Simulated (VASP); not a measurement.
# PtS2 (P-3m1) in VASP: further runs

One crystal, PtS2, is run at these levels: PBE; tasks: G0W0 quasiparticle levels.

All numbers are computed with VASP 6.6.1; they aren't measurements. Logs are shortened: lines on timing, memory, paths and dates and some standing lists are left out, and cuts for length are marked.

### 1 The crystal as given

The structure is trigonal, space group P-3m1 (No. 164). Conventional cell: a = 3.543 Å, b = 3.543 Å, c = 5.039 Å, α = 90.00°, β = 90.00°, γ = 120.00°. Pt (site symmetry -3m) has 6 S at 2.34 Å as nearest neighbours. S (site symmetry 3m) has 3 Pt at 2.34 Å as nearest neighbours.

### 2 G0W0 quasiparticle levels, PBE

The input, POSCAR:

```
PtS2
1.0
    3.5432000000      0.0000000000      0.0000000000
   -1.7716000000      3.0685012107      0.0000000000
    0.0000000000      0.0000000000      5.0388000000
Pt S
1 2
Direct
    0.0000000000      0.0000000000      0.0000000000
    0.6666666667      0.3333333333      0.7730000000
    0.3333333333      0.6666666667      0.2270000000
```

The input, INCAR.step1:

```
PREC = Accurate
ENCUT = 450
EDIFF = 1E-8
ISMEAR = 0
SIGMA = 0.01
LREAL = F
LASPH = T
NELM = 60
ALGO = Normal
LWAVE = T
LCHARG = F
GGA = PE
```

The input, INCAR.step2:

```
PREC = Accurate
ENCUT = 450
EDIFF = 1E-8
ISMEAR = 0
SIGMA = 0.01
LREAL = F
LASPH = T
NELM = 1
ALGO = Exact
LWAVE = T
LCHARG = F
GGA = PE
NBANDS = 76
LOPTICS = T
ISTART = 1
```

The input, INCAR.step3:

```
PREC = Accurate
ENCUT = 450
EDIFF = 1E-8
ISMEAR = 0
SIGMA = 0.01
LREAL = F
LASPH = T
ALGO = EVGW0
LWAVE = F
LCHARG = F
GGA = PE
NELMGW = 1
NBANDS = 76
ENCUTGW = 150
NOMEGA = 36
PRECFOCK = Fast
ISTART = 1
NBANDSGW = 19
```

The input, KPOINTS:

```
Automatic mesh
0
Gamma
  3 3 2
```

Potentials or basis: VASP PAW PBE potentials, release 64 (Pt_GW, S_GW).

Run with:

```console
$ cat potpaw_PBE.64/Pt_GW/POTCAR potpaw_PBE.64/S_GW/POTCAR > POTCAR
$ cp INCAR.step1 INCAR
$ mpirun -np 1 vasp_std > vasp.out
$ cp INCAR.step2 INCAR
$ mpirun -np 1 vasp_std > vasp.out
$ cp INCAR.step3 INCAR
$ mpirun -np 1 vasp_std > vasp.out
```

OUTCAR:

```text
PREC = Accurate
   ENCUT = 450
   EDIFF = 1E-8
   ISMEAR = 0
   LREAL = F
   LASPH = T
   GGA = PE
   NELMGW = 1
   ENCUTGW = 150
   PRECFOCK = Fast
   ISTART = 1

 Found      6 irreducible k-points:

 Following reciprocal coordinates:
            Coordinates               Weight
  0.000000  0.000000  0.000000      1.000000
  0.333333 -0.000000  0.000000      6.000000
  0.333333  0.333333  0.000000      2.000000
  0.000000  0.000000  0.500000      1.000000
  0.333333 -0.000000  0.500000      6.000000
  0.333333  0.333333  0.500000      2.000000
   k-points           NKPTS =      6   k-points in BZ     NKDIM =     18   number of bands    NBANDS=     76
   number of dos      NEDOS =    301   number of ions     NIONS =      3
   total plane-waves  NPLWV =  28224
   dimension x,y,z NGX =    28 NGY =   28 NGZ =   36
   dimension x,y,z NGXF=    56 NGYF=   56 NGZF=   72
   ions per type =               1   2
   NGX,Y,Z   is equivalent  to a cutoff of  13.14, 13.14, 11.88 a.u.
   NGXF,Y,Z  is equivalent  to a cutoff of  26.28, 26.28, 23.76 a.u.
 SYSTEM =  unknown system
   PREC   = accura    normal or accurate (medium, high low for compatibility)
   ISTART =      1    job   : 0-new  1-cont  2-samecut
   ICHARG =      0    charge: 1-file 2-atom 10-const
   ISPIN  =      1    spin polarized calculation?
   LNONCOLLINEAR =      F non collinear calculations
   LSORBIT =      F    spin-orbit coupling
   LASPH  =      T    aspherical Exc in radial PAW
   ENCUT  =  450.0 eV  33.07 Ry    5.75 a.u.   6.13  6.13  8.72*2*pi/ulx,y,z
   NELM   =     60;   NELMIN=  2; NELMDL=  0     # of ELM steps
   EDIFF  = 0.1E-07   stopping-criterion for ELM
   LREAL  =      F    real-space projection
   EDIFFG = 0.1E-06   stopping-criterion for IOM
   NSW    =      0    number of steps for IOM
   IBRION =     -1    ionic relax: 0-MD 1-quasi-New 2-CG
   NFREE  =      0    steps in history (QN), initial steepest desc. (CG)
   ISIF   =      0    stress and relaxation
   ISYM   =      3    0-nonsym 1-usesym 2-fastsym
   POTIM  = 0.5000    time-step for ionic-motion
   TEBEG  =    0.0;   TEEND  =   0.0 temperature during run
   PSTRESS=    0.0 pullay stress
   NELECT =      22.0000    total number of electrons
   NUPDOWN=      -1.0000    fix difference up-down
   EMIN   =  10.00;   EMAX   =-10.00  energy-range for DOS
   EFERMI =   0.00;   METHOD = LEGACY
   ISMEAR =     0;   SIGMA  =   0.01  broadening in eV -4-tet -1-fermi 0-gaus
   EFERMI_NEDOS =   21; number of points for ismear=-14 and -15
   IALGO  =     38    algorithm
   IMIX   =      4    mixing-type and parameters
     AMIX     =   0.40;   BMIX     =  1.00
     AMIX_MAG =   1.60;   BMIX_MAG =  1.00
  volume/ion in A,a.u.               =      18.26       123.23
  Fermi-wavevector in a.u.,A,eV,Ry     =   1.207812  2.282434 19.848315  1.458810
  Thomas-Fermi vector in A             =   2.343439
   LORBIT       =      0    0 simple, 1 ext, 2 COOP (PROOUT), +10 PAW based schemes
   GGA     = PE    functional components
   LHFCALC =     T    Hartree Fock is set to
   PRECFOCK=fast      Normal, Fast or Accurate (Low or Medium for compatibility)
   ENCUT4O =  -1.0   cutoff for four orbital integrals eV
   NKREDX  =     1    reduce k-point grid by
   NKREDY  =     1    reduce k-point grid by
   NKREDZ  =     1    reduce k-point grid by
   AEXX    =    1.0000 exact exchange contribution
   HFSCREEN=    0.0000 screening length (either q_TF or 0.3 A-1)
   HFSCREENC=   0.0000 screening length for correlation (either q_TF or 0.3 A-1)
   ENCUTFOCK=  -1.0 apply spherical cutoff to Coloumb kernel
   IVDW    =     0    specifies the selected vdW correction
   LEPSILON=     F    determine dielectric tensor
   LRPA    =     F    only Hartree local field effects (RPA)
   LRPAFORCE           =     F    calculate RPA forces
   ENCUTGW             = 150.0    cutoff for response function in eV
   ENCUTGWSOFT         = 120.0    soft cutoff for Coulomb kernel in GW response function in eV
   ENCUTLF             =  -1.0    cutoff for local field effects
   NELMGW              =     1    number of iterations in solving QP/BSE equation
   NELMHF              =     1    number of iterations in the inner HF iteration
   NKREDLFX            =     1    NKREDLFY  =   1   NKREDLFZ  =   1
 non-spin polarized calculation
 Gauss-broadening in eV      SIGMA  =   0.01
  energy-cutoff  :      450.00
  volume of cell :       54.78
 maximum number of plane-waves:      1206
 NGX is ok and might be reduce to    28
  NGX = 14; NGY = 14; NGZ = 20
   NGX = 13   NGY = 13   NGZ = 17
 maximum number of plane-waves:       250
 NGX is ok and might be reduce to    14

 QP shifts <psi_nk| G(iteration)W_0 |psi_nk>: iteration 1
 for sc-GW calculations column KS-energies equals QP-energies in previous step
 and V_xc(KS)=  KS-energies - (<T + V_ion + V_H > + <T+V_H+V_ion>^1  + <V_x>^1)

 k-point   1 :       0.0000    0.0000    0.0000
  band No.  KS-energies  QP-energies   sigma(KS)   V_xc(KS)     V^pw_x(r,r')   Z            occupation Imag(sigma)

      1      -8.8583      -8.9457     -13.2963     -13.1655     -21.5013       0.6681       2.0000       1.6257
      2      -5.6146      -5.8470     -14.3575     -14.0187     -21.2108       0.6862       2.0000       1.0775
      3      -0.3200      -0.6204     -13.5663     -13.1494     -18.0534       0.7207       2.0000       0.5784
      4      -0.3200      -0.6204     -13.5663     -13.1494     -18.0534       0.7207       2.0000       0.5784
      5      -0.2003      -0.6254     -12.5789     -11.9905     -17.6611       0.7223       2.0000       0.8066
      6       2.7428       2.3898     -13.4167     -12.9259     -18.0349       0.7191       2.0000       0.3446
[... 11 lines left out ...]
     18      18.6470      19.4460     -10.6628     -11.6953      -5.1189       0.7738       0.0000      -0.5167
     19      19.2651      20.1390     -11.2178     -12.3676      -5.7558       0.7601       0.0000      -0.5240

 k-point   2 :       0.3333   -0.0000    0.0000
  band No.  KS-energies  QP-energies   sigma(KS)   V_xc(KS)     V^pw_x(r,r')   Z            occupation Imag(sigma)

      1      -7.5812      -7.7674     -13.7386     -13.4560     -21.3453       0.6587       2.0000       1.3252
      2      -6.2610      -6.4690     -14.2958     -13.9836     -21.4274       0.6664       2.0000       1.1148
      3      -0.0553      -0.4386     -13.0476     -12.5255     -17.7631       0.7342       2.0000       0.6368
      4       0.3857       0.1035     -13.6263     -13.2407     -17.8005       0.7317       2.0000       0.5140
      5       1.1780       0.8496     -13.2669     -12.8228     -17.2469       0.7394       2.0000       0.4912
      6       1.2905       0.8701     -12.8826     -12.3145     -17.2889       0.7400       2.0000       0.5458
[... 11 lines left out ...]
     18      16.1436      16.8261     -10.7508     -11.6411      -5.5200       0.7665       0.0000      -0.3596
     19      17.8730      18.5142     -10.5008     -11.3349      -5.0558       0.7687       0.0000      -0.4450
[... 50 lines left out ...]
      1      -7.3619      -7.5460     -13.9010     -13.6215     -21.3837       0.6586       2.0000       1.2378
      2      -6.5042      -6.7196     -14.1052     -13.7809     -21.3647       0.6643       2.0000       1.1892
      3      -0.3931      -0.8156     -12.8375     -12.2618     -17.6138       0.7340       2.0000       0.6974
      4       0.3379       0.0522     -13.5971     -13.2054     -17.8062       0.7295       2.0000       0.5246
      5       0.6665       0.3105     -13.1344     -12.6546     -17.2438       0.7420       2.0000       0.5697
      6       2.1208       1.7480     -13.2462     -12.7321     -17.8248       0.7252       2.0000       0.4361
[... 11 lines left out ...]
     18      17.0657      17.9641     -11.1812     -12.3498      -5.8193       0.7688       0.0000      -0.4576
     19      18.1413      18.8166     -10.6691     -11.5430      -5.2774       0.7728       0.0000      -0.4519

 k-point   6 :       0.3333    0.3333    0.5000
  band No.  KS-energies  QP-energies   sigma(KS)   V_xc(KS)     V^pw_x(r,r')   Z            occupation Imag(sigma)

      1      -6.5646      -6.7672     -14.2172     -13.9108     -21.4620       0.6612       2.0000       1.1380
      2      -6.5646      -6.7672     -14.2172     -13.9108     -21.4620       0.6612       2.0000       1.1380
      3       0.1604      -0.2770     -12.8510     -12.2549     -17.2951       0.7337       2.0000       0.5583
      4       0.1604      -0.2770     -12.8510     -12.2549     -17.2951       0.7337       2.0000       0.5583
      5       0.2052      -0.1224     -13.2299     -12.7892     -17.2706       0.7433       2.0000       0.5723
      6       2.3307       2.0912     -13.5931     -13.2671     -17.4454       0.7348       2.0000       0.4171
[... 11 lines left out ...]
     18      17.2992      17.8832     -10.3887     -11.1543      -5.1629       0.7628       0.0000      -0.3437
     19      17.2992      17.8832     -10.3887     -11.1543      -5.1629       0.7628       0.0000      -0.3437
```

OUTCAR.step2:

```text
PREC = Accurate
   ENCUT = 450
   EDIFF = 1E-8
   ISMEAR = 0
   LREAL = F
[... 601 lines left out ...]
     0.00000    14.09335    14.09335     8.73702    -0.00000    -0.00000     0.00000
     0.85404    14.99965    14.99965     9.11416    -0.00000    -0.00000     0.00000
     1.70808    19.48210    19.48210    10.88746    -0.00000    -0.00000     0.00000
     2.56212     8.57254     8.57254     6.95354     0.00000    -0.00000    -0.00000
     3.41616    10.47261    10.47261    14.28717     0.00000    -0.00000     0.00000
     4.27019    -5.91622    -5.91622     1.74691    -0.00000     0.00000     0.00000
[... 92 lines left out ...]
    83.69582     0.90761     0.90761     0.90506     0.00000     0.00000    -0.00000
    84.54986     0.90970     0.90970     0.90723     0.00000     0.00000    -0.00000
```

Wall time 96 s (1 thread of Intel Xeon Platinum 8488C (Sapphire Rapids), shared host); peak memory 0.36 GiB.

The run converged, but some of its settings lie outside the range that counts as converged, so its numbers aren't taken as properties of the crystal.

Results:

| Item | Value |
| --- | --- |
| Band gap on the k mesh, mean-field level | 1.18 eV, indirect (least direct gap 2.40 eV) |
| Quasiparticle gap | 1.79 eV |
| Least direct quasiparticle gap | 3.13 eV |

Caveat: the k mesh is coarse (spacing up to 0.68 Å⁻¹), so the values aren't converged; bands, screening cutoff and mesh are small and nothing is extrapolated, so the quasiparticle values aren't converged; spin-orbit coupling is left out, which moves the levels of the heavy elements; an odd mesh through Γ misses points on the zone boundary, where band edges often lie.

### 3 G0W0 quasiparticle levels, PBE

POSCAR is that of step 2.

Changes to INCAR.step1 since step 2:

```diff
@@ -1,3 +1,3 @@
 PREC = Accurate
-ENCUT = 450
+ENCUT = 520
 EDIFF = 1E-8
```

Changes to INCAR.step2 since step 2:

```diff
@@ -1,3 +1,3 @@
 PREC = Accurate
-ENCUT = 450
+ENCUT = 520
 EDIFF = 1E-8
```

Changes to INCAR.step3 since step 2:

```diff
@@ -1,3 +1,3 @@
 PREC = Accurate
-ENCUT = 450
+ENCUT = 520
 EDIFF = 1E-8
@@ -14,3 +14,3 @@
 ENCUTGW = 150
-NOMEGA = 36
+NOMEGA = 48
 PRECFOCK = Fast
```

KPOINTS is that of step 2.

Potentials or basis: VASP PAW PBE potentials, release 64 (Pt_GW, S_GW).

Run with:

```console
$ cat potpaw_PBE.64/Pt_GW/POTCAR potpaw_PBE.64/S_GW/POTCAR > POTCAR
$ cp INCAR.step1 INCAR
$ mpirun -np 1 vasp_std > vasp.out
$ cp INCAR.step2 INCAR
$ mpirun -np 1 vasp_std > vasp.out
$ cp INCAR.step3 INCAR
$ mpirun -np 1 vasp_std > vasp.out
```

OUTCAR:

```text
PREC = Accurate
   ENCUT = 520
   EDIFF = 1E-8
   ISMEAR = 0
   LREAL = F
   LASPH = T
   GGA = PE
   NELMGW = 1
   ENCUTGW = 150
   PRECFOCK = Fast
   ISTART = 1

 Found      6 irreducible k-points:

 Following reciprocal coordinates:
            Coordinates               Weight
  0.000000  0.000000  0.000000      1.000000
  0.333333 -0.000000  0.000000      6.000000
  0.333333  0.333333  0.000000      2.000000
  0.000000  0.000000  0.500000      1.000000
  0.333333 -0.000000  0.500000      6.000000
  0.333333  0.333333  0.500000      2.000000
   k-points           NKPTS =      6   k-points in BZ     NKDIM =     18   number of bands    NBANDS=     76
   number of dos      NEDOS =    301   number of ions     NIONS =      3
   total plane-waves  NPLWV =  31360
   dimension x,y,z NGX =    28 NGY =   28 NGZ =   40
   dimension x,y,z NGXF=    56 NGYF=   56 NGZF=   80
   ions per type =               1   2
   NGX,Y,Z   is equivalent  to a cutoff of  13.14, 13.14, 13.20 a.u.
   NGXF,Y,Z  is equivalent  to a cutoff of  26.28, 26.28, 26.39 a.u.
 SYSTEM =  unknown system
   PREC   = accura    normal or accurate (medium, high low for compatibility)
   ISTART =      1    job   : 0-new  1-cont  2-samecut
   ICHARG =      0    charge: 1-file 2-atom 10-const
[... 29 lines left out ...]
  Thomas-Fermi vector in A             =   2.343439
   LORBIT       =      0    0 simple, 1 ext, 2 COOP (PROOUT), +10 PAW based schemes
   GGA     = PE    functional components
   LHFCALC =     T    Hartree Fock is set to
   PRECFOCK=fast      Normal, Fast or Accurate (Low or Medium for compatibility)
   ENCUT4O =  -1.0   cutoff for four orbital integrals eV
   NKREDX  =     1    reduce k-point grid by
   NKREDY  =     1    reduce k-point grid by
   NKREDZ  =     1    reduce k-point grid by
   AEXX    =    1.0000 exact exchange contribution
   HFSCREEN=    0.0000 screening length (either q_TF or 0.3 A-1)
   HFSCREENC=   0.0000 screening length for correlation (either q_TF or 0.3 A-1)
   ENCUTFOCK=  -1.0 apply spherical cutoff to Coloumb kernel
   IVDW    =     0    specifies the selected vdW correction
   LEPSILON=     F    determine dielectric tensor
   LRPA    =     F    only Hartree local field effects (RPA)
   LRPAFORCE           =     F    calculate RPA forces
   ENCUTGW             = 150.0    cutoff for response function in eV
   ENCUTGWSOFT         = 120.0    soft cutoff for Coulomb kernel in GW response function in eV
   ENCUTLF             =  -1.0    cutoff for local field effects
   NELMGW              =     1    number of iterations in solving QP/BSE equation
   NELMHF              =     1    number of iterations in the inner HF iteration
   NKREDLFX            =     1    NKREDLFY  =   1   NKREDLFZ  =   1
 non-spin polarized calculation
 Gauss-broadening in eV      SIGMA  =   0.01
  energy-cutoff  :      520.00
  volume of cell :       54.78
 maximum number of plane-waves:      1507
 NGX is ok and might be reduce to    28
  NGX = 14; NGY = 14; NGZ = 20
   NGX = 13   NGY = 13   NGZ = 19
 maximum number of plane-waves:       250
 NGX is ok and might be reduce to    14

 QP shifts <psi_nk| G(iteration)W_0 |psi_nk>: iteration 1
 for sc-GW calculations column KS-energies equals QP-energies in previous step
 and V_xc(KS)=  KS-energies - (<T + V_ion + V_H > + <T+V_H+V_ion>^1  + <V_x>^1)

 k-point   1 :       0.0000    0.0000    0.0000
  band No.  KS-energies  QP-energies   sigma(KS)   V_xc(KS)     V^pw_x(r,r')   Z            occupation Imag(sigma)

      1      -8.8583      -8.8305     -13.1230     -13.1656     -21.5015       0.6526       2.0000       1.5505
      2      -5.6145      -5.7712     -14.2482     -14.0188     -21.2110       0.6831       2.0000       0.9964
      3      -0.3200      -0.5268     -13.4398     -13.1495     -18.0535       0.7118       2.0000       0.6040
      4      -0.3200      -0.5268     -13.4398     -13.1495     -18.0535       0.7118       2.0000       0.6040
      5      -0.2004      -0.5400     -12.4670     -11.9906     -17.6612       0.7130       2.0000       0.7832
      6       2.7427       2.4737     -13.3046     -12.9260     -18.0349       0.7107       2.0000       0.3808
[... 113 lines left out ...]
      5       0.2050      -0.0510     -13.1364     -12.7892     -17.2708       0.7374       2.0000       0.5380
      6       2.3306       2.1565     -13.5062     -13.2673     -17.4455       0.7285       2.0000       0.4388
[... 11 lines left out ...]
     18      17.2990      17.8618     -10.4137     -11.1545      -5.1630       0.7597       0.0000      -0.3188
     19      17.2990      17.8618     -10.4137     -11.1545      -5.1630       0.7597       0.0000      -0.3188
```

OUTCAR.step1:

```text
PREC = Accurate
   ENCUT = 520
   EDIFF = 1E-8
   ISMEAR = 0
   LREAL = F
[... 218 lines left out ...]
      0.00000      0.00000      0.00000         0.000000      0.000000      0.000000
      1.77160      1.02283      3.89499        -0.000000     -0.000000     -1.151580
     -0.00000      2.04567      1.14381         0.000000      0.000000      1.151580
 -----------------------------------------------------------------------------------
    total drift:                                0.000000     -0.000000      0.000000

  FREE ENERGIE OF THE ION-ELECTRON SYSTEM (eV)
  ---------------------------------------------------
  free  energy   TOTEN  =       -15.3525893047 eV

  energy  without entropy=      -15.3525893047  energy(sigma->0) =      -15.35258930
```

Run time: 2.2 min. Hardware: 1 thread of Intel Xeon Platinum 8488C (Sapphire Rapids), shared host; peak memory 0.5 GiB.

The run converged, but some of its settings lie outside the range that counts as converged, so its numbers aren't taken as properties of the crystal.

Results:

| Property | Result |
| --- | --- |
| Band gap on the k mesh, mean-field level | 1.18 eV, indirect (least direct gap 2.40 eV) |
| Quasiparticle gap | 1.78 eV |
| Least direct quasiparticle gap | 3.11 eV |

Caveat: the k mesh is coarse (spacing up to 0.68 Å⁻¹), so the values aren't converged; bands, screening cutoff and mesh are small and nothing is extrapolated, so the quasiparticle values aren't converged; spin-orbit coupling is left out, which moves the levels of the heavy elements; an odd mesh through Γ misses points on the zone boundary, where band edges often lie.

(Part 1 of 2 ends here.)
